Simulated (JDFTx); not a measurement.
## MgO under changes of volume

One of the cells (9.221 Å³/atom); the others are scaled copies at fixed shape and fractional positions:

```
Mg O
1.0
     0.00000    2.09700    2.09700
     2.09700    0.00000    2.09700
     2.09700    2.09700    0.00000
Mg O
1 1
Direct
  0.00000 0.00000 0.00000
  0.50000 0.50000 0.50000
```

The cell is a database's computed one.

```yaml
Program: JDFTx 1.7.0 (patched build)
Functional: PBEsol
Potentials_or_basis: PseudoDojo-SR-PBEsol-0.4.1-standard with smoothed tails
Cutoff: 1143 eV
Density_cutoff: 9143 eV
k_mesh: 11 × 11 × 11
Occupations: fermi-dirac, width 0.05 eV
Spin: no spin polarisation
```

| volume (Å³/atom) | energy over the lowest point (meV/atom) | pressure (GPa) | gap on the mesh (eV) |
| --- | --- | --- | --- |
| 8.668 | 28.00 | 13.9 | 5.43 |
| 8.853 | 14.37 | 9.6 | 5.20 |
| 9.037 | 5.47 | 5.8 | 4.99 |
| 9.221 | ? | ? | ? |
| 9.406 | 0.00 | -0.9 | 4.60 |
| 9.590 | 2.67 | -3.8 | 4.41 |
| 9.775 | 8.48 | -6.4 | 4.24 |

Q: What does the run at 9.221 Å³/atom give?

A: Energy over the lowest point 0.81 meV/atom; pressure 2.2 GPa; gap on the mesh 4.79 eV.

Worked out: A Birch-Murnaghan fit of order 3 (a polynomial in V^(-2/3)) to the other rows has its minimum at 9.35 Å³/atom with B0 = V·E''(V) = 157 GPa and B' = 4.1. It gives 0.83 meV/atom at 9.221 Å³/atom, against the run's 0.81, and -dE/dV = 2.3 GPa, against 2.2. A straight line through the other rows of the gap, of slope -9.89 eV per unit of ln V (its deformation potential), gives 4.80 eV, against the run's 4.79.

Energies are extrapolated to zero smearing.
